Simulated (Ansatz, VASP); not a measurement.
Sr in VASP and in Ansatz

File INCAR:

```
SYSTEM = Sr
PREC = Accurate
ENCUT = 520
EDIFF = 1E-7
ISMEAR = -1
SIGMA = 0.08
LREAL = .False.
LASPH = .True.
NELM = 60
ALGO = Normal
ISIF = 2
LWAVE = .False.
LCHARG = .False.
NBANDS = 11
```

KPOINTS

```
Automatic mesh
0
Gamma
  10 10 10
  0 0 0
```

File POSCAR:

```
Sr
1.0
    0.0000000000      3.0219309284      3.0219309284
    3.0219309284      0.0000000000      3.0219309284
    3.0219309284      3.0219309284      0.0000000000
Sr
1
Direct
    0.0000000000      0.0000000000      0.0000000000
```

Input for Ansatz:

```yaml
crystal:
  lattice:
    - [0.0, 3.0219309284, 3.0219309284]
    - [3.0219309284, 0.0, 3.0219309284]
    - [3.0219309284, 3.0219309284, 0.0]
  atoms:
    - { symbol: Sr, position: [0.0, 0.0, 0.0] }
kpoints:
  mp_grid: { grid: [10, 10, 10] }
  band_path:
    path:
      - [0.0, 0.0, 0.0]
      - [0.5, 0.0, 0.5]
      - [0.625, 0.25, 0.625]
      - [0.375, 0.375, 0.75]
      - [0.0, 0.0, 0.0]
      - [0.5, 0.5, 0.5]
      - [0.5, 0.25, 0.75]
      - [0.5, 0.0, 0.5]
    npoints: 5
scf:
  occupations: { method: fermi_dirac, width: 0.08 }
hamiltonian:
  xc: lda
  pseudopotentials: { kind: all_electron, lapw: { basis_error: 0.0005 } }
output:
  forces: true
  stress: true
  eigenvalues: true
```

Change from the starting cell: volume scaled by 0.98.

Alike in both runs: task single point; functional LDA; k mesh 10 × 10 × 10; occupations fermi-dirac, width 0.08 eV; no spin polarisation.

|  | VASP | Ansatz |
| --- | --- | --- |
| version | VASP 6.6.1 | Ansatz 0.2.0 |
| potentials or method | VASP PAW LDA potentials, release 64 (Sr_sv) | all-electron LAPW, scalar-relativistic |
| plane-wave cutoff (eV) | 520 | see its input |

```csv
,VASP,Ansatz,Ansatz less VASP
pressure (GPa),-1.4,-1.4,0.00
```

Ansatz ran all-electron here, so the differences hold the error of VASP's frozen core and of both bases.
